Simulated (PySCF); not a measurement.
**Computed NMR parameters against published values**

Bonds (- single, = double, # triple, : aromatic): O1=C2 1.204 Å, C2-C3 1.474 Å, C3:C4 1.391 Å, C4:C5 1.386 Å, C5:C6 1.387 Å, C6:C7 1.391 Å, C7:C8 1.382 Å, C8:C3 1.394 Å. C2 carries H9; C4 carries H10; C5 carries H11; C6 carries H12; C7 carries H13; C8 carries H14.

In vacuum, non-relativistic, one computed conformer, rapidly exchanging positions averaged. σ from GIAO-B97-2/pcSseg-2; coordinates at the PBE0-D3(BJ)/def2-TZVP level; PySCF.

Reference values: measured (solution, CDCl3, 298 K; Fulmer et al., Organometallics 2010, 29, 2176).
| atoms | quantity | reference | computed | computed, scaled |
| --- | --- | --- | --- | --- |
| C2 | δ ¹³C | 192.7 | 197.8 | 188.8 |
| C3 | δ ¹³C | 136.6 | 143.2 | 136.1 |
| C6 | δ ¹³C | 134.6 | 141.4 | 134.4 |
| C4/C8 | δ ¹³C | 129.9 | 138.0 | 131.1 |
| C5/C7 | δ ¹³C | 129.2 | 135.3 | 128.5 |
| H9 | δ ¹H | 10.03 | 10.36 | 9.86 |
| H10/H14 | δ ¹H | 7.89 | 8.24 | 7.87 |
| H12 | δ ¹H | 7.63 | 7.87 | 7.53 |
| H11/H13 | δ ¹H | 7.54 | 7.80 | 7.46 |

Reference values: measured (solution, CD2Cl2, 298 K; Fulmer et al., Organometallics 2010, 29, 2176).
```tsv
atoms	quantity	reference	computed	computed, scaled
C2	δ ¹³C	192.6	197.8	188.8
C3	δ ¹³C	137.0	143.2	136.1
C6	δ ¹³C	134.8	141.4	134.4
C4/C8	δ ¹³C	130.0	138.0	131.1
C5/C7	δ ¹³C	129.4	135.3	128.5
H9	δ ¹H	10.01	10.36	9.86
H10/H14	δ ¹H	7.88	8.24	7.87
H12	δ ¹H	7.65	7.87	7.53
H11/H13	δ ¹H	7.55	7.80	7.46
```

Reference values: measured (solution, THF-d8, 298 K; Fulmer et al., Organometallics 2010, 29, 2176).
```tsv
atoms	quantity	reference	computed	computed, scaled
C2	δ ¹³C	191.9	197.8	188.8
C3	δ ¹³C	137.8	143.2	136.1
C6	δ ¹³C	134.7	141.4	134.4
C4/C8	δ ¹³C	130.0	138.0	131.1
C5/C7	δ ¹³C	129.6	135.3	128.5
H9	δ ¹H	9.98	10.36	9.86
H10/H14	δ ¹H	7.87	8.24	7.87
H12	δ ¹H	7.62	7.87	7.53
H11/H13	δ ¹H	7.53	7.80	7.46
```

Reference values: measured (solution, C6D5Cl, 298 K; Fulmer et al., Organometallics 2010, 29, 2176).
```csv
atoms,quantity,reference,computed,"computed, scaled"
C2,δ ¹³C,191.2,197.8,188.8
C3,δ ¹³C,136.8,143.2,136.1
C6,δ ¹³C,134.0,141.4,134.4
C4/C8,δ ¹³C,129.5,138.0,131.1
C5/C7,δ ¹³C,128.9,135.3,128.5
```

Reference values: measured (solution, CD3OD, 298 K; Fulmer et al., Organometallics 2010, 29, 2176).
```tsv
atoms	quantity	reference	computed	computed, scaled
C2	δ ¹³C	194.1	197.8	188.8
C3	δ ¹³C	138.0	143.2	136.1
C6	δ ¹³C	135.6	141.4	134.4
C4/C8	δ ¹³C	130.6	138.0	131.1
C5/C7	δ ¹³C	130.1	135.3	128.5
H9	δ ¹H	10.00	10.36	9.86
H10/H14	δ ¹H	7.92	8.24	7.87
H12	δ ¹H	7.68	7.87	7.53
H11/H13	δ ¹H	7.58	7.80	7.46
```

Reference values: measured (solution, CCl4, 309 K; Shapiro, Mohrmann, J. Phys. Chem. Ref. Data 1977, 6, 919).
| atoms | quantity | reference | computed | computed, scaled |
| --- | --- | --- | --- | --- |
| H10/H14 | δ ¹H | 7.80 | 8.24 | 7.87 |
| H12 | δ ¹H | 7.54 | 7.87 | 7.53 |
| H11/H13 | δ ¹H | 7.45 | 7.80 | 7.46 |

Computed shifts are σ(ref) − σ with the named reference compound (TMS for H and C) calculated as an isolated molecule at the same level. The measured values may be among those fitted. Shieldings were converted by linear fits to measured shifts (mostly CDCl3, TMS scale, for H and C): ¹H (scatter 0.14 ppm rms, 0.16 ppm with the 4 outliers that the fit left out); ¹³C (scatter 2.0 ppm rms, 2.1 ppm with the 1 outlier that the fit left out). A few per cent of atoms miss by over 2 rms, more outside the fitted compound classes.

Q: How far are the unscaled ¹³C shifts from the references?

A: Mean signed difference +6.36 ppm, mean absolute 6.36 ppm over 25 comparisons; the largest is +8.5 ppm at C4/C8 (aromatic CH).

Q: How far are the unscaled ¹H shifts from the references?

A: Mean signed difference +0.31 ppm, mean absolute 0.31 ppm over 19 comparisons; the largest is +0.44 ppm at H10/H14 (hydrogen on an aromatic CH).

44 of the 140 published NMR values on file for this molecule are compared. The rest: values from further sources, protons in aromatic solvents, values whose atom or origin is in doubt.
